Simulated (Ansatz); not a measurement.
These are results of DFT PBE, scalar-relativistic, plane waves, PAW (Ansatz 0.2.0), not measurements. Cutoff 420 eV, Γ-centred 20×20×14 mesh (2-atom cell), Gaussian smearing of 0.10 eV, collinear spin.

Energies over the elements count from the elements' standard structures at the same level, with no fitted energy shifts.

**Question.** Propose a candidate for a tetragonal metal with formula FePt, with a formation energy near −0.23 eV/atom, about 14 Å³ per atom and a net moment near 1.6 μB per atom, in a cell of 2 atoms.

**Answer.** FePt, space group P4/mmm (No. 123). Around Fe lie 8 Pt at 2.70 Å and 4 Fe at 2.73 Å; Pt is surrounded by 8 Fe at 2.70 Å and 4 Pt at 2.73 Å.

```cif
data_structure
_symmetry_space_group_name_H-M 'P4/mmm'
_symmetry_Int_Tables_number 123
_cell_length_a 2.7291
_cell_length_b 2.7291
_cell_length_c 3.7652
_cell_angle_alpha 90.000
_cell_angle_beta 90.000
_cell_angle_gamma 90.000
_cell_volume 28.04
loop_
_atom_site_label
_atom_site_type_symbol
_atom_site_symmetry_multiplicity
_atom_site_Wyckoff_symbol
_atom_site_fract_x
_atom_site_fract_y
_atom_site_fract_z
_atom_site_occupancy
Fe1 Fe 1 d 0.50000 0.50000 0.50000 1
Pt1 Pt 1 a 0.00000 0.00000 0.00000 1
```

| Item | Value |
| --- | --- |
| Volume per atom | 14.02 Å³ |
| Density | 14.86 g/cm³ |
| Formation energy | −0.23 eV/atom |
| Gap on the 20×20×14 mesh of the 2-atom cell | 0 eV (a metal) |
| Net moment per atom | 1.65 μB |
| Moment by site | Fe 3.0; Pt 0.4 μB |

The cell was reached from a generator's guess, though it ends in a space group that the Crystallography Open Database lists for this formula. Other answers may fit too; this one was computed.

These runs have no spin–orbit coupling, which can matter for Pt. Another magnetic order may lie lower. Symmetry constrained the relaxation, so the result can be a saddle point. Site moments count only spheres around the atoms; the net moment includes the space between them.
